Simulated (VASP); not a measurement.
Input of a VASP 6.6.1 run:

File INCAR:

```
PREC = Accurate
ENCUT = 520
EDIFF = 1E-7
ISMEAR = -1
SIGMA = 0.05
LREAL = F
LASPH = T
NELM = 80
ALGO = Fast
ISIF = 2
LWAVE = F
LCHARG = F
GGA = PE
```

File KPOINTS:

```
regular mesh
0
Gamma
  7 7 7
```

POSCAR

```
BaS
1.0
    0.0000000000      3.1937500000      3.1937500000
    3.1937500000      0.0000000000      3.1937500000
    3.1937500000      3.1937500000      0.0000000000
Ba S
1 1
Direct
    0.0000000000      0.0000000000      0.0000000000
    0.5000000000      0.5000000000      0.5000000000
```

KPOINTS_OPT

```
path GXWKGLUWLK,UX
15
line-mode
reciprocal
 0.0000000000  0.0000000000  0.0000000000  G
 0.5000000000  0.0000000000  0.5000000000  X

 0.5000000000  0.0000000000  0.5000000000  X
 0.5000000000  0.2500000000  0.7500000000  W

 0.5000000000  0.2500000000  0.7500000000  W
 0.3750000000  0.3750000000  0.7500000000  K

 0.3750000000  0.3750000000  0.7500000000  K
 0.0000000000  0.0000000000  0.0000000000  G

 0.0000000000  0.0000000000  0.0000000000  G
 0.5000000000  0.5000000000  0.5000000000  L

 0.5000000000  0.5000000000  0.5000000000  L
 0.6250000000  0.2500000000  0.6250000000  U

 0.6250000000  0.2500000000  0.6250000000  U
 0.5000000000  0.2500000000  0.7500000000  W

 0.5000000000  0.2500000000  0.7500000000  W
 0.5000000000  0.5000000000  0.5000000000  L

 0.5000000000  0.5000000000  0.5000000000  L
 0.3750000000  0.3750000000  0.7500000000  K

 0.6250000000  0.2500000000  0.6250000000  U
 0.5000000000  0.0000000000  0.5000000000  X
```

Potentials or basis: VASP PAW PBE potentials, release 64 (Ba_sv, S).

Launch:

```bash
$ cat potpaw_PBE.64/Ba_sv/POTCAR potpaw_PBE.64/S/POTCAR > POTCAR
$ mpirun -np 1 vasp_std > vasp.out
```

Problem. Estimate the band gap on the k mesh.

Solution. 2.17 eV, indirect (least direct gap 2.31 eV).

Problem. Estimate the band gap along the path.

Solution. 2.11 eV, indirect (least direct gap 2.24 eV).

Problem. What does it give for the pressure?

Solution. 1.4 GPa.

Levels at the corners of the path, in eV from the valence-band top:
| point | band 6 | band 7 | band 8 | band 9 | band 10 | band 11 |
| --- | --- | --- | --- | --- | --- | --- |
| Γ | 0.00 | 0.00 | 0.00 | 3.60 | 3.87 | 3.87 |
| X | -0.52 | -0.14 | -0.14 | 2.11 | 5.93 | 6.03 |
| X | -0.52 | -0.14 | -0.14 | 2.11 | 5.93 | 6.03 |
| W | -1.12 | -0.49 | -0.49 | 4.29 | 4.29 | 6.30 |
| W | -1.12 | -0.49 | -0.49 | 4.29 | 4.29 | 6.30 |
| K | -0.95 | -0.61 | -0.54 | 3.29 | 5.96 | 6.60 |
| K | -0.95 | -0.61 | -0.54 | 3.29 | 5.96 | 6.60 |
| Γ | 0.00 | 0.00 | 0.00 | 3.60 | 3.87 | 3.87 |
| Γ | 0.00 | 0.00 | 0.00 | 3.60 | 3.87 | 3.87 |
| L | -1.94 | -1.09 | -1.09 | 5.54 | 5.69 | 6.31 |
| L | -1.94 | -1.09 | -1.09 | 5.54 | 5.69 | 6.31 |
| U | -0.95 | -0.61 | -0.54 | 3.29 | 5.96 | 6.60 |
| U | -0.95 | -0.61 | -0.54 | 3.29 | 5.96 | 6.60 |
| W | -1.12 | -0.49 | -0.49 | 4.29 | 4.29 | 6.30 |
| W | -1.12 | -0.49 | -0.49 | 4.29 | 4.29 | 6.30 |
| L | -1.94 | -1.09 | -1.09 | 5.54 | 5.69 | 6.31 |
| L | -1.94 | -1.09 | -1.09 | 5.54 | 5.69 | 6.31 |
| K | -0.95 | -0.61 | -0.54 | 3.29 | 5.96 | 6.60 |
| U | -0.95 | -0.61 | -0.54 | 3.29 | 5.96 | 6.60 |
| X | -0.52 | -0.14 | -0.14 | 2.11 | 5.93 | 6.03 |

Caveat: spin-orbit coupling is left out, which moves the levels of the heavy elements.

**Measured values to compare with.**

From a printed reference work, monograph, original work of 1988, for a bulk crystal of BaS at 2 K: band gap 3.806 eV (indirect).

Against the measured gap of BaS, 3.806 eV (indirect; 2 K; a printed reference work, monograph, original work of 1988), the calculated 2.11 eV is off by -1.70 eV. Spin-orbit coupling on Ba is left out. The value is that of PBE, without temperature or zero-point motion. Semilocal functionals fall short of measured gaps as a rule.
